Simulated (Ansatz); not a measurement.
Consider AlSb in the zinc blende structure (space group F-43m, No. 216; a = 6.2256 Å). Axes: x, y, z lie along the cube axes.

Computed with PBE in Ansatz (plane waves to 420 eV, PAW, without spin-orbit coupling), earlier PAW set.

For the base:

Valence-band top at Γ: 0.00, 0.00, 0.00 eV
Band gap: 1.24 eV

The change: a free-standing slab of 6 layers (12 atoms, 2 a layer) is cut normal to [110], with 15 Å of vacuum and the in-plane cell held at bulk.

**Question.** Estimate the effect on the change of the spacing d23 from its bulk value of 2.201 Å, valence-band top at Γ, excess energy per area of both faces, gap character and band gap.

**Answer.** The change of the spacing d23 from its bulk value of 2.201 Å comes out as +1.4 %; the valence-band top at Γ (three highest levels, from the VBM) goes from 0.00, 0.00, 0.00 eV to 0.00, -0.20, -0.31 eV; the excess energy per area of both faces (slab less bulk energy over the cell's area: twice a surface energy) amounts to 1.08 J/m²; the gap character amounts to indirect, Γ → k = (0.455, 0, 0) in the run's primitive reciprocal basis; the band gap falls by 0.52 eV (1.24 eV → 0.72 eV).

The excess energy carries the mismatch between the slab's and the bulk's meshes. With Sb present, leaving out spin-orbit coupling can change the band edges. No phonon test of stability was made. k-point labels follow each cell's own Brillouin zone.

Ansatz is a program for electronic structure.
